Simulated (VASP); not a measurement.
**GaP: how numerical settings change the zone-centre modes**

How far do the zone-centre frequencies of GaP depend on the numerical settings? The starting structure is a measured crystal structure from the Crystallography Open Database.

Calculated with VASP 6.6.1; Kohn-Sham DFT with plane waves and PAW; LDA.

## (1) The starting structure

Symmetry: F-43m, No. 216, cubic system. Conventional cell: a = 5.451 Å, b = 5.451 Å, c = 5.451 Å, α = 90.00°, β = 90.00°, γ = 90.00°. Nearest to Ga lie 4 P at 2.36 Å. Nearest to P lie 4 Ga at 2.36 Å. Farther neighbours are not listed.

As a file:

```xyz
2
Lattice="0.0000 2.7252 2.7252 2.7252 0.0000 2.7252 2.7252 2.7252 0.0000" Properties=species:S:1:pos:R:3 pbc="T T T"
Ga    0.0000    0.0000    0.0000
P     4.0879    4.0879    4.0879
```

## (2) Reference modes

The cell comes from a relaxation at this level, not shown (39.20 Å³).

INCAR reads:

```
SYSTEM = GaP
PREC = Accurate
ENCUT = 450
EDIFF = 1E-08
NELM = 100
ISMEAR = 0
SIGMA = 0.03
LREAL = .FALSE.
ALGO = Normal
GGA = CA
LORBIT = 11
LWAVE = .FALSE.
LCHARG = .FALSE.
KPAR = 2
IBRION = 8
LEPSILON = .TRUE.
ISIF = 2
```

POSCAR reads:

```
GaP
1.0
    0.0000000000      2.6962074752      2.6962074752
    2.6962074752      0.0000000000      2.6962074752
    2.6962074752      2.6962074752      0.0000000000
Ga P
1 1
Direct
    0.0000000000      0.0000000000      0.0000000000
    0.7500000000      0.7500000000      0.7500000000
```

KPOINTS reads:

```
Automatic mesh
0
Gamma
8 8 8
0 0 0
```

PAW data sets: Ga_d and P (LDA family, release 64).

Started as:

```
$ mpirun -np 2 vasp_std
```

The log of the run:

```text
[banner, memory and clock lines left out]
running    2 mpi-ranks, on    1 nodes
 distrk:  each k-point on    1 cores,    2 groups
 distr:  one band on    1 cores,    1 groups

 POSCAR found type information on POSCAR GaP
 POSCAR found :  2 types and       2 ions
 LDA part: xc-table for (Slater(with rela. corr.)+CA(PZ))
 , standard interpolation
 POSCAR, INCAR and KPOINTS ok, starting setup
 FFT: planning ... GRIDC
 FFT: planning ... GRID_SOFT
 FFT: planning ... GRID
 WAVECAR not read
 entering main loop
       N       E                     dE             d eps       ncg     rms          rms(c)
DAV:   1     0.727432737509E+02    0.72743E+02   -0.88020E+03   770   0.182E+03
DAV:   2    -0.482161136306E+01   -0.77565E+02   -0.74920E+02   799   0.310E+02
DAV:   3    -0.106790281741E+02   -0.58574E+01   -0.58258E+01   974   0.733E+01
DAV:   4    -0.107825074497E+02   -0.10348E+00   -0.10342E+00   939   0.105E+01
DAV:   5    -0.107843397851E+02   -0.18323E-02   -0.18322E-02   948   0.116E+00    0.448E+00
DAV:   6    -0.105054103028E+02    0.27893E+00   -0.46032E-01  1167   0.130E+01    0.289E+00
DAV:   7    -0.104549848860E+02    0.50425E-01   -0.11066E-01   953   0.257E+00    0.108E+00
DAV:   8    -0.104503206703E+02    0.46642E-02   -0.13118E-02   867   0.154E+00    0.195E-01
DAV:   9    -0.104502911307E+02    0.29540E-04   -0.10810E-03  1132   0.512E-01    0.593E-02
DAV:  10    -0.104502895960E+02    0.15348E-05   -0.52911E-05  1139   0.913E-02    0.214E-02
DAV:  11    -0.104502957670E+02   -0.61710E-05   -0.78410E-06   925   0.481E-02    0.546E-03
DAV:  12    -0.104502955706E+02    0.19641E-06   -0.74797E-07  1049   0.129E-02    0.377E-03
DAV:  13    -0.104502955746E+02   -0.39845E-08   -0.11941E-07   849   0.336E-03    0.577E-04
DAV:  14    -0.104502955732E+02    0.13679E-08   -0.57205E-09   527   0.127E-03
   1 F= -.10450296E+02 E0= -.10450296E+02  d E =-.242047E-17
 Linear response reoptimize wavefunctions to high precision
DAV:   1    -0.104502955734E+02   -0.20555E-09   -0.17358E-09   717   0.455E-04
DAV:   2    -0.104502955734E+02   -0.27285E-11   -0.20617E-10   412   0.145E-04
 Linear response G [H, r] |phi>, progress :
  Direction:   1
       N       E                     dE             d eps       ncg     rms
RMM:   1    -0.409482410887E+02   -0.40948E+02    0.16551E+02   893   0.276E+02
RMM:   2    -0.505723601210E+02   -0.96241E+01   -0.44922E+01  1485   0.445E+01
RMM:   3    -0.513540949349E+02   -0.78173E+00   -0.58908E+00  1515   0.116E+01
RMM:   4    -0.514273257107E+02   -0.73231E-01   -0.43082E-01  1536   0.337E+00
RMM:   5    -0.514348564688E+02   -0.75308E-02   -0.41553E-02  1564   0.990E-01
RMM:   6    -0.514323105556E+02    0.25459E-02    0.90301E-03  1558   0.299E-01
RMM:   7    -0.514332364814E+02   -0.92593E-03    0.18275E-03  1594   0.114E-01
RMM:   8    -0.514334076009E+02   -0.17112E-03    0.49391E-04  1579   0.453E-02
RMM:   9    -0.514333840618E+02    0.23539E-04    0.79055E-04  1596   0.201E-02
RMM:  10    -0.514334491388E+02   -0.65077E-04    0.16429E-04  1558   0.998E-03
RMM:  11    -0.514334705402E+02   -0.21401E-04   -0.57987E-05  1412   0.514E-03
RMM:  12    -0.514334650788E+02    0.54613E-05   -0.26725E-06  1247   0.328E-03
RMM:  13    -0.514334660798E+02   -0.10010E-05   -0.12719E-05  1001   0.236E-03
RMM:  14    -0.514334658603E+02    0.21955E-06   -0.10394E-05   811   0.202E-03
RMM:  15    -0.514334660206E+02   -0.16037E-06   -0.12015E-05   697   0.186E-03
RMM:  16    -0.514334658790E+02    0.14164E-06   -0.10528E-05   649   0.181E-03
RMM:  17    -0.514334659288E+02   -0.49810E-07   -0.11209E-05   630   0.172E-03
RMM:  18    -0.514334659728E+02   -0.44032E-07   -0.12098E-05   604   0.172E-03
 Linear response G [H, r] |phi>, progress :
  Direction:   2
       N       E                     dE             d eps       ncg     rms
RMM:   1    -0.400280135162E+02   -0.40028E+02    0.13774E+02   905   0.275E+02
RMM:   2    -0.511792002175E+02   -0.11151E+02   -0.39239E+01  1477   0.442E+01
RMM:   3    -0.527165218656E+02   -0.15373E+01   -0.60931E+00  1489   0.117E+01
RMM:   4    -0.527967773811E+02   -0.80256E-01   -0.43269E-01  1524   0.339E+00
RMM:   5    -0.528048619410E+02   -0.80846E-02   -0.42296E-02  1550   0.953E-01
RMM:   6    -0.528023323308E+02    0.25296E-02    0.92463E-03  1569   0.286E-01
RMM:   7    -0.528032891097E+02   -0.95678E-03    0.16915E-03  1579   0.104E-01
RMM:   8    -0.528034499411E+02   -0.16083E-03    0.43988E-04  1572   0.411E-02
RMM:   9    -0.528034196238E+02    0.30317E-04    0.79703E-04  1587   0.175E-02
RMM:  10    -0.528034853328E+02   -0.65709E-04    0.15419E-04  1552   0.834E-03
RMM:  11    -0.528035056792E+02   -0.20346E-04   -0.46624E-05  1386   0.409E-03
RMM:  12    -0.528035007084E+02    0.49708E-05    0.37344E-06  1232   0.230E-03
RMM:  13    -0.528035010847E+02   -0.37632E-06    0.10774E-07   985   0.160E-03
RMM:  14    -0.528035015957E+02   -0.51100E-06   -0.49912E-06   791   0.124E-03
RMM:  15    -0.528035014410E+02    0.15472E-06   -0.34084E-06   696   0.117E-03
RMM:  16    -0.528035017117E+02   -0.27069E-06   -0.61555E-06   657   0.100E-03
RMM:  17    -0.528035015316E+02    0.18006E-06   -0.42926E-06   622   0.105E-03
RMM:  18    -0.528035018474E+02   -0.31578E-06   -0.76720E-06   597   0.951E-04
RMM:  19    -0.528035014920E+02    0.35536E-06   -0.29550E-06   551   0.993E-04
 Linear response G [H, r] |phi>, progress :
[...]
RMM:   6    -0.119461559897E+01   -0.32710E-02   -0.55665E-04  4880   0.156E-01    0.257E-02
RMM:   7    -0.119437570929E+01    0.23989E-03   -0.31817E-05  4826   0.577E-02    0.725E-03
RMM:   8    -0.119478115867E+01   -0.40545E-03   -0.95923E-06  5032   0.216E-02    0.100E-03
RMM:   9    -0.119473721204E+01    0.43947E-04   -0.15208E-06  5064   0.819E-03    0.506E-04
RMM:  10    -0.119473032253E+01    0.68895E-05    0.59884E-07  5046   0.301E-03    0.158E-04
RMM:  11    -0.119472912639E+01    0.11961E-05   -0.95300E-08  4997   0.124E-03    0.173E-04
RMM:  12    -0.119472469955E+01    0.44268E-05    0.72487E-08  4469   0.460E-04    0.420E-05
RMM:  13    -0.119472376166E+01    0.93789E-06    0.17237E-08  3332   0.188E-04    0.197E-05
RMM:  14    -0.119472484913E+01   -0.10875E-05    0.23322E-09  1919   0.906E-05    0.130E-05
RMM:  15    -0.119472562991E+01   -0.78078E-06   -0.22172E-09  1505   0.630E-05    0.123E-06
 change of polarisation eV/A/(eV/A) component  2 :     0.765     2.268     0.344
 dielectric tensor                  component  2 :     3.529    11.470     1.588
 Linear response to external field, progress :
  Direction:   3
       N       E                     dE             d eps       ncg     rms          rms(c)
RMM:   1    -0.137859394027E+00   -0.13786E+00    0.51850E+00  2749   0.970E+00
RMM:   2    -0.120355602579E+01   -0.10657E+01   -0.10135E-01  4732   0.212E+00    0.150E+00
RMM:   3    -0.116323983629E+01    0.40316E-01   -0.36454E-02  4734   0.124E+00    0.849E-01
RMM:   4    -0.118641672118E+01   -0.23177E-01   -0.42415E-02  4851   0.125E+00    0.153E-01
RMM:   5    -0.119134430631E+01   -0.49276E-02   -0.29302E-03  4786   0.384E-01    0.396E-02
RMM:   6    -0.119461634296E+01   -0.32720E-02   -0.55652E-04  4879   0.156E-01    0.257E-02
RMM:   7    -0.119437567509E+01    0.24067E-03   -0.31886E-05  4828   0.577E-02    0.726E-03
RMM:   8    -0.119478057492E+01   -0.40490E-03   -0.96001E-06  5032   0.216E-02    0.100E-03
RMM:   9    -0.119473640111E+01    0.44174E-04   -0.15188E-06  5064   0.819E-03    0.506E-04
RMM:  10    -0.119472891711E+01    0.74840E-05    0.59883E-07  5048   0.301E-03    0.158E-04
RMM:  11    -0.119472938922E+01   -0.47211E-06   -0.96933E-08  4996   0.124E-03    0.173E-04
RMM:  12    -0.119472424806E+01    0.51412E-05    0.74268E-08  4466   0.460E-04    0.421E-05
RMM:  13    -0.119472487793E+01   -0.62986E-06    0.15692E-08  3322   0.189E-04    0.197E-05
RMM:  14    -0.119472373414E+01    0.11438E-05    0.25994E-09  1934   0.924E-05    0.134E-05
RMM:  15    -0.119472385014E+01   -0.11600E-06   -0.55490E-09  1533   0.633E-05    0.139E-06
 change of polarisation eV/A/(eV/A) component  3 :     0.612     0.538     2.268
 dielectric tensor                  component  3 :     2.824     2.484    11.470
 Linear response DOF=           2
 Linear response progress:
  Degree of freedom:   1/  2
       N       E                     dE             d eps       ncg     rms          rms(c)
RMM:   1    -0.167149496054E+00   -0.16715E+00    0.11630E-01  3208   0.996E+00
RMM:   2    -0.165257898029E+00    0.18916E-02   -0.31827E-02  4568   0.167E+00    0.562E-02
RMM:   3    -0.165518488364E+00   -0.26059E-03   -0.41837E-03  4800   0.449E-01    0.422E-02
RMM:   4    -0.165277577309E+00    0.24091E-03   -0.80582E-04  4980   0.169E-01    0.104E-02
RMM:   5    -0.165327392451E+00   -0.49815E-04   -0.26498E-04  5016   0.459E-02    0.544E-03
RMM:   6    -0.165314100023E+00    0.13292E-04   -0.69580E-05  4961   0.175E-02    0.554E-04
RMM:   7    -0.165310830608E+00    0.32694E-05   -0.45884E-05  4996   0.722E-03    0.461E-04
RMM:   8    -0.165307156292E+00    0.36743E-05   -0.33835E-05  4980   0.317E-03    0.775E-05
RMM:   9    -0.165305806573E+00    0.13497E-05   -0.14520E-05  5032   0.140E-03    0.454E-05
RMM:  10    -0.165304821358E+00    0.98522E-06   -0.68293E-06  5120   0.643E-04    0.331E-05
RMM:  11    -0.165304397038E+00    0.42432E-06   -0.41850E-06  5025   0.292E-04    0.136E-05
RMM:  12    -0.165304131978E+00    0.26506E-06   -0.28521E-06  4900   0.144E-04    0.254E-06
RMM:  13    -0.165304072929E+00    0.59049E-07   -0.19540E-06  5209   0.699E-05    0.159E-06
RMM:  14    -0.165304005364E+00    0.67565E-07   -0.14537E-06  4842   0.332E-05    0.275E-07
RMM:  15    -0.165303967527E+00    0.37837E-07   -0.10867E-06  4247   0.168E-05    0.407E-07
RMM:  16    -0.165303931367E+00    0.36160E-07   -0.80286E-07  3476   0.886E-06    0.158E-07
RMM:  17    -0.165303867365E+00    0.64002E-07   -0.16427E-07  3304   0.524E-06    0.504E-08
 first order change of Fermi-energy   0.10935E-02
 force on displaced ion       1 direction 1 : -10.497  -0.000  -0.000
 Born effective charge ion    1 direction 1 :   2.049   0.000   0.000
 Linear response progress:
  Degree of freedom:   2/  2
       N       E                     dE             d eps       ncg     rms          rms(c)
RMM:   1    -0.507518343755E-01   -0.50752E-01    0.58542E-03  5434   0.210E+00
RMM:   2    -0.473614928158E-01    0.33903E-02   -0.71073E-03  4348   0.634E-01    0.123E-01
RMM:   3    -0.473872443546E-01   -0.25752E-04   -0.57965E-04  4806   0.197E-01    0.597E-02
RMM:   4    -0.476591147012E-01   -0.27187E-03   -0.13096E-04  4693   0.811E-02    0.115E-02
RMM:   5    -0.476685051375E-01   -0.93904E-05   -0.13855E-05  5022   0.279E-02    0.719E-03
RMM:   6    -0.476476269626E-01    0.20878E-04    0.21109E-07  4743   0.107E-02    0.351E-03
RMM:   7    -0.476512663768E-01   -0.36394E-05    0.63133E-07  4943   0.390E-03    0.214E-03
RMM:   8    -0.476493224182E-01    0.19440E-05    0.63145E-07  4829   0.146E-03    0.668E-05
RMM:   9    -0.476489492025E-01    0.37322E-06    0.30735E-08  4895   0.449E-04    0.114E-04
RMM:  10    -0.476486613431E-01    0.28786E-06    0.21477E-08  4759   0.153E-04    0.130E-05
RMM:  11    -0.476487736820E-01   -0.11234E-06    0.73459E-09  4844   0.586E-05    0.567E-06
RMM:  12    -0.476487288671E-01    0.44815E-07    0.61285E-09  4957   0.239E-05    0.120E-06
RMM:  13    -0.476487694144E-01   -0.40547E-07    0.21029E-09  4642   0.951E-06    0.128E-06
RMM:  14    -0.476487395277E-01    0.29887E-07    0.82276E-10  3180   0.370E-06    0.405E-07
RMM:  15    -0.476487268469E-01    0.12681E-07   -0.18502E-09  2126   0.202E-06    0.700E-08
 first order change of Fermi-energy  -0.93217E-03
 force on displaced ion       2 direction 1 : -10.486   0.000   0.000
 Born effective charge ion    2 direction 1 :  -2.189   0.000   0.000
 Born effective charges drift removed
 Linear response finished
```

Wall time 2 min (2 MPI ranks of Intel Xeon 6975P-C (Granite Rapids), shared host); peak memory 0.45 GiB.

The logs omit lines about the potential files and the build; timing stands in the text.

Parts of OUTCAR (step 2):

```text
ion  position               nearest neighbor table
   1  0.000  0.000  0.000-   2 2.33   2 2.33   2 2.33   2 2.33
   2  0.750  0.750  0.750-   1 2.33   1 2.33   1 2.33   1 2.33

  LATTYP: Found a face centered cubic cell.
 ALAT       =     5.3924149504

 Subroutine GETGRP returns: Found 24 space group operations
 (whereof 24 operations were pure point group operations)

The static configuration has the point symmetry T_d .

 Found     29 irreducible k-points:

   k-points           NKPTS =     29   k-points in BZ     NKDIM =     29   number of bands    NBANDS=     13

   dimension x,y,z NGX =    28 NGY =   28 NGZ =   28
   dimension x,y,z NGXF=    56 NGYF=   56 NGZF=   56

   ENCUT  =  450.0 eV  33.07 Ry    5.75 a.u.   6.60  6.60  6.60*2*pi/ulx,y,z

   NELECT =      18.0000    total number of electrons

 k-points in reciprocal lattice and weights: Automatic mesh
   0.00000000  0.00000000  0.00000000       0.002
   0.12500000  0.00000000  0.00000000       0.016
   0.25000000  0.00000000  0.00000000       0.016
   0.37500000  0.00000000  0.00000000       0.016
   0.50000000  0.00000000  0.00000000       0.008
   0.12500000  0.12500000  0.00000000       0.012
   0.25000000  0.12500000  0.00000000       0.047
   0.37500000  0.12500000  0.00000000       0.047
   0.50000000  0.12500000  0.00000000       0.047
[...]
-0.37500000  0.50000000  0.12500000       0.023
  -0.25000000  0.50000000  0.25000000       0.012

 average (electrostatic) potential at core
       1 -66.2679       2 -84.3133

  Total       -0.0057455     -0.0057455     -0.0057455     -0.0000000      0.0000000     -0.0000000
  in kB       -0.2348285     -0.2348285     -0.2348285     -0.0000000      0.0000000     -0.0000000
  external PRESSURE =      -0.2348285 kB  Pullay stress =       0.0000000 kB

  energy-cutoff  :      450.00
  volume of cell :       39.20
      direct lattice vectors                 reciprocal lattice vectors
     0.000000000  2.696207475  2.696207475    -0.185445669  0.185445669  0.185445669
     2.696207475  0.000000000  2.696207475     0.185445669 -0.185445669  0.185445669
     2.696207475  2.696207475  0.000000000     0.185445669  0.185445669 -0.185445669

 POSITION                                       TOTAL-FORCE (eV/Angst)
 -----------------------------------------------------------------------------------
      0.00000      0.00000      0.00000         0.000000      0.000000      0.000000
      4.04431      4.04431      4.04431        -0.000000     -0.000000     -0.000000
 -----------------------------------------------------------------------------------
    total drift:                               -0.000000     -0.000000     -0.000000

 MACROSCOPIC STATIC DIELECTRIC TENSOR (including local field effects in DFT)
 ------------------------------------------------------
          11.469652    -0.000000    -0.000000
           0.000000    11.469652     0.000000
          -0.000000    -0.000000    11.469652
 ------------------------------------------------------

 PIEZOELECTRIC TENSOR (including local field effects)  for field in x, y, z        (C/m^2)
          XX          YY          ZZ          XY          YZ          ZX
  --------------------------------------------------------------------------------
  x     0.00000    -0.00000     0.00000     0.00000     0.79163     0.00000
  y    -0.00000     0.00000     0.00000     0.00000     0.00000     0.79163
  z    -0.00000     0.00000     0.00000     0.79163     0.00000     0.00000

 BORN EFFECTIVE CHARGES (including local field effects) (in |e|, cummulative output)
 ---------------------------------------------------------------------------------
 ion    1
    1     2.12202     0.00000     0.00000
    2     0.00000     2.12202     0.00000
    3     0.00000     0.00000     2.12202
 ion    2
    1    -2.12202    -0.00000    -0.00000
    2    -0.00000    -2.12202    -0.00000
    3    -0.00000    -0.00000    -2.12202

 Eigenvectors and eigenvalues of the dynamical matrix
 ----------------------------------------------------

   1 f  =   10.933405 THz    68.696610 2PiTHz  364.699138 cm-1    45.216910 meV
             X         Y         Z           dx          dy          dz
      0.000000  0.000000  0.000000     0.000000    0.000000   -0.554816
      4.044311  4.044311  4.044311     0.000000    0.000000    0.831973

   2 f  =   10.933405 THz    68.696610 2PiTHz  364.699138 cm-1    45.216910 meV
             X         Y         Z           dx          dy          dz
      0.000000  0.000000  0.000000     0.000000    0.554816   -0.000000
      4.044311  4.044311  4.044311    -0.000000   -0.831973    0.000000

   3 f  =   10.933405 THz    68.696610 2PiTHz  364.699138 cm-1    45.216910 meV
             X         Y         Z           dx          dy          dz
      0.000000  0.000000  0.000000    -0.554816    0.000000   -0.000000
      4.044311  4.044311  4.044311     0.831973   -0.000000   -0.000000

   4 f/i=    0.002656 THz     0.016690 2PiTHz    0.088605 cm-1     0.010986 meV
             X         Y         Z           dx          dy          dz
      0.000000  0.000000  0.000000     0.730944   -0.379782   -0.116905
      4.044311  4.044311  4.044311     0.487442   -0.253264   -0.077960

   5 f/i=    0.002656 THz     0.016690 2PiTHz    0.088605 cm-1     0.010986 meV
             X         Y         Z           dx          dy          dz
      0.000000  0.000000  0.000000    -0.000000   -0.244765    0.795154
      4.044311  4.044311  4.044311     0.000000   -0.163225    0.530262

   6 f/i=    0.002656 THz     0.016690 2PiTHz    0.088605 cm-1     0.010986 meV
             X         Y         Z           dx          dy          dz
      0.000000  0.000000  0.000000     0.397368    0.698595    0.215042
      4.044311  4.044311  4.044311     0.264992    0.465870    0.143404

 MACROSCOPIC STATIC DIELECTRIC TENSOR IONIC CONTRIBUTION
 ------------------------------------------------------
           1.981173     0.000000     0.000000
           0.000000     1.981173     0.000000
           0.000000     0.000000     1.981173
 ------------------------------------------------------

 ELASTIC MODULI CONTR FROM IONIC RELAXATION (kBar)
 Direction    XX          YY          ZZ          XY          YZ          ZX
 --------------------------------------------------------------------------------
 XX          -0.0000     -0.0000     -0.0000     -0.0000      0.0000     -0.0000
 YY          -0.0000     -0.0000     -0.0000     -0.0000     -0.0000      0.0000
 ZZ          -0.0000     -0.0000     -0.0000      0.0000     -0.0000     -0.0000
 XY          -0.0000     -0.0000      0.0000   -230.2768      0.0000      0.0000
 YZ           0.0000     -0.0000     -0.0000      0.0000   -230.2768      0.0000
 ZX          -0.0000      0.0000     -0.0000      0.0000      0.0000   -230.2768
 --------------------------------------------------------------------------------

 PIEZOELECTRIC TENSOR IONIC CONTR  for field in x, y, z        (C/m^2)
          XX          YY          ZZ          XY          YZ          ZX
  --------------------------------------------------------------------------------
  x    -0.00000    -0.00000    -0.00000    -0.00000    -0.63556    -0.00000
  y    -0.00000    -0.00000    -0.00000    -0.00000    -0.00000    -0.63556
  z    -0.00000    -0.00000    -0.00000    -0.63556    -0.00000    -0.00000
```

Energies printed during the response cycles are not total energies of the cell.

Reference: the zone-centre mode is T2 364.7 cm⁻¹.

[end of part 1 of 2]

[Lines on the potential files, build, host, timing and source positions are cut from VASP's logs without a mark.]

[Logs are printed without paths, hosts, clocks, repeated set-up lines and the standing remarks that a program may print on its own settings, such as how far it seeks lower states.]

[Hosts, paths, dates, database ids (printed as entryN), source tags and the programs' standing remarks are cut or masked in the printed files.]
